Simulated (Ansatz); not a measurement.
The cell of S is invented: random cell by space group and Wyckoff sites (P-3m1, No. 164). Its size is a rough estimate.

```
S
1.0
     3.24643    0.00000    0.00000
    -1.62322    2.81149    0.00000
     0.00000    0.00000    6.67186
S
2
Direct
  0.66667 0.33333 0.43089
  0.33333 0.66667 0.56911
```

Method: DFT PBE, scalar-relativistic, plane waves, PAW in Ansatz 0.2.0. Cutoff 420 eV, Gaussian smearing, Γ-centred meshes. Cell and atoms relax first on a coarse mesh and then on a finer one. In between, the cell is made exact in the group found at 0.06 Å. In metals the finer mesh still leaves noise of several meV/atom or more. The steps can't lower the symmetry of their start. No spin polarisation.

A guess keeps its type if space group and coordination stay and the shape of the cell changes little (axis ratios within about 15 %, angles within 6°); the volume may change.

Question: Does it keep its structure type, or change into something else?

Answer: It doesn't keep its type. The symmetry stays P-3m1 (No. 164). The volume per atom grows by 0.6 %, from 30.4 to 30.6 Å³. The shortest distance goes from 2.09 Å (S–S) to 2.33 Å (S–S). The ratio c/a of the conventional cell changes by a factor of 0.57. Counting neighbours within 15 % of an atom's shortest distance, the start has S 3 and the end S 3. In detail, at the end S is surrounded by 3 S at 2.33 Å.

```
S
1.0
     3.91677    0.00000    0.00000
    -1.95838    3.39202    0.00000
     0.00000    0.00000    4.60998
S
2
Cartesian
  1.9584 1.1307 2.0164
  0.0000 2.2613 2.5936
```

Energies count from the standard state of S at the same level.

Question: At what energy does it end?

Answer: +0.63 eV/atom. It lies above the standard state, so it could only be metastable.

The last run used an 18×18×12 mesh (in the run's order of axes) for its 2-atom cell and Gaussian smearing of 0.10 eV. Weakly bound directions are ill-defined at this level, which has no dispersion term. The reference form of S is held partly by dispersion forces, which this level lacks. Symmetry constrained the relaxation, so the result can be a saddle point.
